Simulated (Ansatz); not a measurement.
# C under changes of volume

One of the cells (5.672 Å³/atom); the others are scaled copies at fixed shape and fractional positions:

```
C
1.0
     0.00000    1.78337    1.78337
     1.78337    0.00000    1.78337
     1.78337    1.78337    0.00000
C
2
Direct
  0.75000 0.75000 0.75000
  0.50000 0.50000 0.50000
```

This isn't the form of C at room conditions, which is graphite.

* Program: Ansatz 0.2.0
* Functional: LDA
* Potentials or basis: all-electron LAPW, scalar-relativistic
* Cutoff: 452 eV (chosen from the basis error)
* Basis error allowed: 0.001 eV/atom
* k mesh: 13 × 13 × 13
* Occupations: gaussian, width 0.05 eV
* Spin: no spin polarisation

| volume (Å³/atom) | energy over the lowest point (meV/atom) | pressure (GPa) | gap on the mesh (eV) |
| --- | --- | --- | --- |
| 5.332 | ? | ? | ? |
| 5.445 | 0.41 | 5.5 | 4.21 |
| 5.558 | 0.00 | -4.2 | 4.16 |
| 5.672 | 6.12 | -13.0 | 4.11 |
| 5.785 | 18.19 | -21.0 | 4.07 |
| 5.899 | 35.66 | -28.2 | 4.02 |
| 6.012 | 58.03 | -34.9 | 3.98 |

What does the run at 5.332 Å³/atom give?

Energy over the lowest point 8.02 meV/atom; pressure 16.2 GPa; gap on the mesh 4.26 eV.

Worked out: A Birch-Murnaghan fit of order 3 (a polynomial in V^(-2/3)) to the other rows has its minimum at 5.51 Å³/atom with B0 = V·E''(V) = 465 GPa and B' = 3.5. It gives 7.90 meV/atom at 5.332 Å³/atom, against the run's 8.02, and -dE/dV = 16.0 GPa, against 16.2. A straight line through the other rows of the gap, of slope -2.32 eV per unit of ln V, extrapolates to 4.26 eV, against the run's 4.26.

Energies are extrapolated to zero smearing.

Caveats: an odd mesh through Γ misses points on the zone boundary, where band edges often lie.
